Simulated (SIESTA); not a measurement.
Runs of SIESTA 5.4.2 on Ge. It takes space group Fd-3m (No. 227, cubic). The conventional cell has a = 5.658 Å, b = 5.658 Å, c = 5.658 Å, α = 90.00°, β = 90.00°, γ = 90.00°. Ge (site symmetry -43m) has 4 Ge at 2.45 Å as nearest neighbours. 

```csv
task,level,potentials or basis,spin,cell,k mesh,displacement,polarization grid,force tolerance,optimiser,split norm,grid cutoff,energy shift,other keys,gap on the mesh (eV),pressure (GPa),moment (μB),relaxed volume (Å³/atom)
band structure,PBEJsJrLO,"PseudoDojo 0.4 standard (PBE files), DZP (energy shift 0.002 Ry)",off,as given,8 × 8 × 8,-,-,-,-,-,800 Ry,0.002 Ry,-,none,5.5,-,-
relaxation of cell and atoms,BLYP,"PseudoDojo 0.4 standard (PBE files, fully relativistic), TZ (energy shift 0.005 Ry)","non-collinear, ferrimagnetic start, SOC",relaxed from: volume scaled by 1.25,6 × 6 × 6,-,-,0.04 eV/Å,-,-,800 Ry,0.005 Ry,-,none,0.0,0.00,25.57
relaxation of cell and atoms,xPBE,"SPMS 1.0 NC or PseudoDojo by element (PBE files), DZ (energy shift 0.002 Ry)",off,relaxed,8 × 8 × 8,-,-,0.04 eV/Å,Broyden,0.2,800 Ry,0.002 Ry,splitnorm = 0.2,none,0.0,-,25.67
relaxation of cell and atoms,vdW-DF-C09,"PseudoDojo 0.4 standard (PBE files, fully relativistic), DZP (energy shift 0.002 Ry)","non-collinear, ferromagnetic start, SOC",relaxed,6 × 6 × 6,-,-,0.01 eV/Å,Broyden,-,1200 Ry,0.002 Ry,-,none,0.0,(a),(b)
atomic charges,vdW-DF-C09,"PseudoDojo 0.4 stringent (PBE files, fully relativistic), DZP (energy shift 0.002 Ry)","non-collinear, antiferromagnetic start, SOC","atoms moved at random, drawn with an rms of 0.1 Å",6 × 6 × 6,-,-,-,-,-,800 Ry,0.002 Ry,-,0.13,-1.1,0.00,-
relaxation of cell and atoms,PBEsol,"PseudoDojo 0.4 standard (PBEsol files), TZP (energy shift 0.002 Ry)",off,relaxed,6 × 6 × 6,-,-,0.01 eV/Å,Broyden,-,1200 Ry,0.002 Ry,-,none,0.0,-,23.75
```

Alike in all rows: smearing fermi-dirac 0.05 eV.

Fill in the values left out.

(a) 0.01; (b) 24.29.

Caveats: semicore shells carry a single zeta, which can move pressures by several GPa and volumes by a few percent; the basis of atomic orbitals isn't converged, which shifts pressures, moduli and gaps; the potentials were made for another functional, which shifts forces and pressure (some runs); the basis has no polarisation orbitals (some runs); the valence orbitals were made in a potential fitted to the semicore shell under them, which widens gaps by tenths of an eV or more (some runs).

A k mesh can miss the band edges, and rows without SOC leave out spin-orbit coupling on Ge.

A gap of «none» marks a metal or a gap under the smearing width.

The runs don't all hold the same shells in valence.

Runs at the PBE level aren't shown here.
